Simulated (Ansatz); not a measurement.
Reaction (ligand exchange at a B–N bond): `BN=CF` + `CC(=O)O` → `BOC(C)=O` + `N=CF`

Isolated molecules relaxed with PBE0-D4/def2-TZVP in Ansatz; ΔE leaves out vibrations. CCSD(T)/CBS adds triple-zeta CCSD(T) − MP2 to the extrapolated MP2 energy (def2 sets, frozen cores). This one scheme is used for every species. Functionals use def2-TZVPP. B3LYP here is the variant with VWN-RPA as its local correlation; programs differ in this. HSE06 is defined as in plane-wave codes. Each species was taken in one conformer, which may not be the lowest.

`BN=CF`:

Cartesian coordinates in Å:
```
B 1.008 0.867 -0.119
N 0.006 -0.045 0.041
C -0.909 -0.847 0.163
F -2.024 -0.785 -0.575
H 0.990 1.863 0.542
H 1.878 0.634 -0.905
H -0.949 -1.687 0.854
```

`CC(=O)O`:

```xyz
8

C     0.323    0.498    0.755
C    -0.442   -0.226   -0.306
O    -1.634   -0.351   -0.356
O     0.377   -0.746   -1.240
H     1.025   -0.186    1.236
H     0.908    1.302    0.305
H    -0.368    0.903    1.490
H    -0.190   -1.193   -1.884
```

`BOC(C)=O`:

Z-matrix (Å, degrees):
```
C
C 1 1.492
H 1 1.092 2 109.3
H 1 1.092 2 109.8 3 -117.1
H 1 1.087 2 110.0 3 121.2
O 2 1.377 1 110.9 3 58.2
O 2 1.191 1 126.5 3 -119.7
B 6 1.364 2 122.4 1 153.2
H 8 1.194 6 115.5 2 173.6
H 8 1.193 6 120.5 2 -8.5
```

`N=CF`:

```xyz
5

N    -0.235    0.229   -0.897
C    -0.010    0.070    0.314
F    -0.463    0.954    1.196
H     0.174   -0.527   -1.438
H     0.535   -0.726    0.825
```

```csv
level,ΔE (kJ/mol),difference from CCSD(T)/CBS
LDA (SPW92),33.6,32.7
PBE-D4,24.6,23.7
revPBE-D4,21.0,20.1
r2SCAN-D4,17.2,16.3
B97M-V,12.8,11.9
PBE0-D4,16.9,16.0
B3LYP-D4,13.4,12.5
r2SCANh-D4,15.2,14.3
r2SCAN0-D4,12.3,11.4
HSE06-D4,17.3,16.4
BHLYP-D4,4.4,3.5
CAM-B3LYP-D4,9.7,8.8
ωB97X-V,4.7,3.8
ωB97M-V,6.3,5.4
PBE-QIDH,7.8,6.9
PBE,25.7,24.8
revPBE,23.8,22.9
BLYP,20.6,19.7
r2SCAN,17.6,16.7
PBE0,17.8,16.9
B3LYP,15.1,14.2
HSE06,18.2,17.3
BHLYP,5.7,4.8
CAM-B3LYP,10.7,9.8
LC-ωPBE,11.2,10.3
RPA@PBE/def2-TZVPP,-7.0,-7.9
HF/def2-SVP,-2.6,-3.5
MP2/def2-SVP,6.0,5.1
CCSD/def2-SVP,1.6,0.7
CCSD(T)/def2-SVP,2.7,1.8
HF/def2-TZVPP,-10.7,-11.6
MP2/def2-TZVPP,3.0,2.1
SCS-MP2/def2-TZVPP,-1.3,-2.2
CCSD/def2-TZVPP,-2.1,-3.0
CCSD(T)/def2-TZVPP,-0.5,-1.4
HF/def2-QZVPP,-11.9,-12.8
MP2/def2-QZVPP,3.4,2.5
HF/CBS(def2),-12.0,-12.9
MP2/CBS(def2),4.5,3.6
CCSD/CBS(def2),-0.7,-1.6
CCSD(T)/CBS,0.9,0
```

Largest T1 diagnostic among the species: 0.015.

From r2SCAN to r2SCAN0 (25 % exact exchange), in def2-TZVPP and without D4, ΔE moves by −4.8 kJ/mol. Leaving LDA and LC-ωPBE aside and taking each functional with its dispersion term where it has one, the values spread over 20.2 kJ/mol, from BHLYP-D4 to PBE-D4. LDA lies +7.9 kJ/mol from PBE without D4. In def2-TZVPP, CCSD(T) changes the Hartree–Fock value by +10.1 kJ/mol (the triples alone add +1.6 kJ/mol) and MP2 by +13.7 kJ/mol.

CCSD(T)/CBS has its own doubt, a few kJ/mol and more with outer-core shells, so smaller differences from it don't rank the levels.
